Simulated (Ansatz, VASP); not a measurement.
# Two plane-wave programs on HfN

```
Hf N
1.0
     0.00000    2.25586    2.25586
     2.25586    0.00000    2.25586
     2.25586    2.25586    0.00000
Hf N
1 1
Direct
  0.00000 0.00000 0.00000
  0.50000 0.50000 0.50000
```

The cell is a database's computed one.

Alike in both runs: task relaxation of cell and atoms; functional PBE; k mesh 15 × 15 × 15; occupations methfessel-paxton of order 1, width 0.1 eV; no spin polarisation.

|  | VASP | Ansatz |
| --- | --- | --- |
| version | VASP 6.6.1 | Ansatz 0.2.0 |
| potentials or method | VASP PAW PBE potentials, release 64 (Hf_pv, N) | plane-wave PAW DFT |
| plane-wave cutoff (eV) | 600 | 420 |
| valence electrons in the cell | 15 | 31 |

Ansatz gave:

| Quantity | Value |
| --- | --- |
| relaxed volume (Å³/atom) | 11.76 |
| relaxed cell length with the largest relative difference (Å) | 3.216 |
| energy change over the relaxation (meV/atom) | -6 |

Task: Estimate VASP's values.

Result: Relaxed volume (Å³/atom): 11.65; relaxed cell length with the largest relative difference (Å): 3.206; energy change over the relaxation (meV/atom): -2.

The two sets of potentials don't hold the same shells in valence.

The runs have no spin-orbit coupling, so splittings on Hf are missing.
